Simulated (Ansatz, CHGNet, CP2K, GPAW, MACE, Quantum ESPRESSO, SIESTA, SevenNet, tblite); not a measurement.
# What went wrong? CP2K on ScB2(011) slab (81 atoms)

Program: CP2K 2026.2, a calculation on a cell of 27 Sc and 54 B, with vacuum.

Input file input.inp:

```
&GLOBAL
  PROJECT cell
  RUN_TYPE ENERGY_FORCE
  PRINT_LEVEL LOW
&END GLOBAL
&FORCE_EVAL
  METHOD QS
  &DFT
    BASIS_SET_FILE_NAME BASIS_MOLOPT
    POTENTIAL_FILE_NAME GTH_POTENTIALS
    &MGRID
      CUTOFF 800
      REL_CUTOFF 50
      NGRIDS 5
    &END MGRID
    &QS
      EPS_DEFAULT 1.0E-12
    &END QS
    &SCF
      SCF_GUESS ATOMIC
      EPS_SCF 1.0E-06
      MAX_SCF 2
      ADDED_MOS 43
      &DIAGONALIZATION
        ALGORITHM STANDARD
      &END DIAGONALIZATION
      &SMEAR ON
        METHOD FERMI_DIRAC
        ELECTRONIC_TEMPERATURE [K] 580
      &END SMEAR
      &MIXING
        METHOD BROYDEN_MIXING
        ALPHA 0.15
        NBROYDEN 8
      &END MIXING
      &PRINT
        &RESTART OFF
        &END RESTART
      &END PRINT
    &END SCF
    &XC
      &XC_FUNCTIONAL PBE
      &END XC_FUNCTIONAL
    &END XC
    &PRINT
      &MULLIKEN ON
      &END MULLIKEN
      &LOWDIN ON
      &END LOWDIN
      &MO ON
        EIGENVALUES T
        OCCUPATION_NUMBERS T
        MO_INDEX_RANGE 219 242
        &EACH
          QS_SCF 0
        &END EACH
        ADD_LAST NUMERIC
      &END MO
    &END PRINT
  &END DFT
  &SUBSYS
    &CELL
      A 9.45000 0.00000 0.00000
      B 4.72500 13.36003 0.00000
      C 0.00000 0.00000 19.03125
    &END CELL
    &COORD
      Sc 10.83740 4.48109 7.31352
      B 9.44660 2.26453 7.73811
      B 1.41263 1.81736 7.01701
      Sc 1.50203 1.70327 9.52438
      B 1.47434 4.05624 10.00549
      B 9.24125 3.50060 9.22254
      Sc 9.16900 3.20414 11.67358
      B 1.26975 1.39733 11.88977
      B 9.47533 0.69312 11.42617
      Sc 4.47552 4.27174 7.26213
[... 67 atom lines left out ...]
      B 9.37005 12.49537 9.03356
      Sc 9.32276 12.19089 11.52989
      B 10.79625 10.17527 12.20569
      B 9.55163 9.66745 11.34681
    &END COORD
    &KIND Sc
      BASIS_SET DZVP-MOLOPT-SR-GTH-q11
      POTENTIAL GTH-PBE-q11
    &END KIND
    &KIND B
      BASIS_SET DZVP-MOLOPT-SR-GTH-q3
      POTENTIAL GTH-PBE-q3
    &END KIND
  &END SUBSYS
  &PRINT
    &FORCES ON
    &END FORCES
  &END PRINT
&END FORCE_EVAL
```

On the command line:

```bash
$ OMP_NUM_THREADS=1 mpirun -np 4 cp2k.psmp -i input.inp > output.txt
```

Numbers of over 12 decimals in the logs are rounded to 6 here.

Output:

```text
CP2K| version string:                                       CP2K version 2026.2
 CP2K| Input file name                                                 input.inp
 GLOBAL| Basis set file name                                        BASIS_MOLOPT
 GLOBAL| Potential file name                                      GTH_POTENTIALS
 GLOBAL| Run type                                                   ENERGY_FORCE
 GLOBAL| Total number of message passing processes                             4
 GLOBAL| Number of threads for this process                                    1
 TOTAL NUMBERS AND MAXIMUM NUMBERS
  Total number of            - Atomic kinds:                                   2
                             - Atoms:                                         81
                             - Shell sets:                                    81
                             - Shells:                                       486
                             - Primitive Cartesian functions:                378
                             - Cartesian basis functions:                   1593
                             - Spherical basis functions:                   1404
  Maximum angular momentum of- Orbital basis functions:                        3
                             - Local part of the GTH pseudopotential:          2
                             - Non-local part of the GTH pseudopotential:      3
 SCF PARAMETERS         Density guess:                                    ATOMIC
                        max_scf:                                               2
                        eps_scf:                                        1.00E-06
                        added MOs                                        43    0
                        Mixing method:                            BROYDEN_MIXING
                                                charge density mixing in g-space
                        Smear method:                                FERMI_DIRAC
                        Electronic temperature [K]:                        580.0
                        Electronic temperature [a.u.]:                  1.84E-03
                        Accuracy threshold:                             1.00E-10
 Extrapolation method: initial_guess
 Number of electrons:                                                        459
 Number of occupied orbitals:                                                230
 Number of molecular orbitals:                                               273
 Number of orbital functions:                                               1404
 Number of independent orbital functions:                                   1404
 SCF WAVEFUNCTION OPTIMIZATION
  Step     Update method      Time    Convergence         Total energy    Change
     1 NoMix/Diag. 0.15E+00    5.0     1.93070328     -1428.5973985565 -1.43E+03
     2 Broy./Diag. 0.15E+00    7.4     0.13571792     -1413.6116629780  1.50E+01
  Leaving inner SCF loop after reaching     2 steps.
  Electronic density on regular grids:       -458.9999999999        0.0000000001
  Core density on regular grids:              458.9999999995       -0.0000000005
  Total charge density on r-space grids:       -0.0000000004
  Total charge density g-space grids:          -0.0000000004
  Overlap energy of the core charge distribution:               1.57545e-05
  Self energy of the core charge distribution:              -2720.985510
  Core Hamiltonian energy:                                    688.841077
  Hartree energy:                                             841.869811
  Exchange-correlation energy:                               -223.328581
  Electronic entropic energy:                                  -0.00929581
  Fermi energy:                                                -0.063038
  Total energy:                                             -1413.611663
  Total energy (extrapolated to T->0):                      -1413.607015
 *   ___                                                                       *
 *  /   \                                                                      *
 * [ABORT]                                                                     *
 *  \___/     SCF run NOT converged. To continue the calculation regardless,   *
 *    |             please set the keyword IGNORE_CONVERGENCE_FAILURE.         *
 *  O/|                                                                        *
 * /| |                                                                        *
MPI_ABORT was invoked on rank 0 in communicator MPI_COMM_WORLD
  Proc: [[9322,1],0]
  Errorcode: 1
NOTE: invoking MPI_ABORT causes Open MPI to kill all MPI processes.
You may or may not see output from other processes, depending on
exactly when Open MPI kills them.
--------------------------------------------------------------------------
 *
```

Run time: 21 s. Hardware: 4 MPI ranks of Arm Neoverse V2, shared host; peak memory 8.9 GiB.

Banners, paths, timers and routine set-up lines are dropped from the logs unmarked, and long logs keep their key lines alone; longer cuts are marked.

Why should this run not be trusted?

Too few SCF iterations: iteration limit 2.

The run ended unconverged.

[Also dropped from logs without a mark: logging warnings of Python, and SIESTA's first energy breakdown and zero terms.]

[Logs are printed without paths, hosts, clocks, repeated set-up lines and the standing remarks that a program may print on its own settings, such as how far it seeks lower states.]

[Hosts, paths, dates, database ids (printed as entryN), source tags and the programs' standing remarks are cut or masked in the printed files.]
